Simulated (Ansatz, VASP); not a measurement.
## Rh in VASP and in Ansatz

```
Rh
1.0
     0.00000    1.87762    1.87762
     1.87762    0.00000    1.87762
     1.87762    1.87762    0.00000
Rh
1
Direct
  0.00000 0.00000 0.00000
```

Alike in both runs: functional LDA; k mesh 14 × 14 × 14; occupations fermi-dirac, width 0.1 eV; no spin polarisation.

Ansatz relaxed the structure, and its values are those at the end. VASP's run is a single point on that final structure, the one shown.

```csv
,VASP,Ansatz
version,VASP 6.6.1,Ansatz 0.2.0
potentials or method,"VASP PAW LDA potentials, release 64 (Rh_pv)","plane waves (420 eV) with PAW, scalar-relativistic"
plane-wave cutoff (eV),520,420
valence electrons in the cell,15,17
```

VASP gave:

| Quantity | Value |
| --- | --- |
| pressure (GPa) | 0.9 |

Which values does Ansatz return?

Pressure (GPa): 0.0.

The two sets of potentials don't hold the same shells in valence. Ansatz warned: «pseudo_functional_mismatch».
